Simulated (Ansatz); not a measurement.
Reactions of `C[SiH2]C(F)(F)F`.

Gas-phase electronic energies from Ansatz, PBE0-D4/def2-TZVP geometries. CCSD(T)/CBS is the MP2 limit (def2-TZVPP, def2-QZVPP) plus CCSD(T) − MP2 in def2-TZVPP, frozen cores. This one scheme is used for every species. Functionals use def2-TZVPP. Elements past krypton have def2 core potentials. For As, Br, Sn outer-core shells are correlated without core-valence functions, which leaves a few kJ/mol of doubt a bond. Scalar relativity is left out up to krypton. Each species was taken in one conformer, which may not be the lowest.

```tsv
reaction	PBE0-D4 (kJ/mol)	CCSD/CBS(def2) (kJ/mol)	r2SCAN-D4 (kJ/mol)	ωB97X-V (kJ/mol)	CCSD(T)/CBS(def2) (kJ/mol)
`C[SiH2]C(F)(F)F` + `N=CF` → `C[SiH2]/N=C/F` + trifluoromethane	-79	-82	-78	-76	-80
`C[SiH2]C(F)(F)F` + `N[SiH](F)Br` → `CN[SiH](F)Br` + `FC(F)(F)[SiH3]`	86	87	90	84	87
`C[SiH2]C(F)(F)F` + `SS` → `C[SiH2]SS` + trifluoromethane	-93	-90	-88	-84	-91
`C[SiH2]C(F)(F)F` + `[SiH3][AsH2]` → `C[AsH][SiH3]` + `FC(F)(F)[SiH3]`	42	41	44	42	40
`C[SiH2]C(F)(F)F` + `C[NH][AlH2]` → `C[SiH2][N](C)[AlH2]` + trifluoromethane	-76	-80	-73	-73	-80
`C[SiH2]C(F)(F)F` + `FCS` → `C[SiH2]SCF` + trifluoromethane	-90	-87	-85	-82	-87
`C[SiH2]C(F)(F)F` + `[OH][SnH]([F])[F]` → `[F][SnH]([F])[O]C(F)(F)F` + `C[SiH3]`	-2	2	-3	-4	4
`C[SiH2]C(F)(F)F` + `COBCl` → `FC(F)(F)COBCl` + `C[SiH3]`	-3	-4	-2	-4	-3
`C[SiH2]C(F)(F)F` + `C[SiH](S)Cl` → `C[SiH2]S[SiH](C)Cl` + trifluoromethane	-101	-97	-94	-92	-99
```

Largest T1 diagnostic: 0.015, for `[OH][SnH]([F])[F]`.
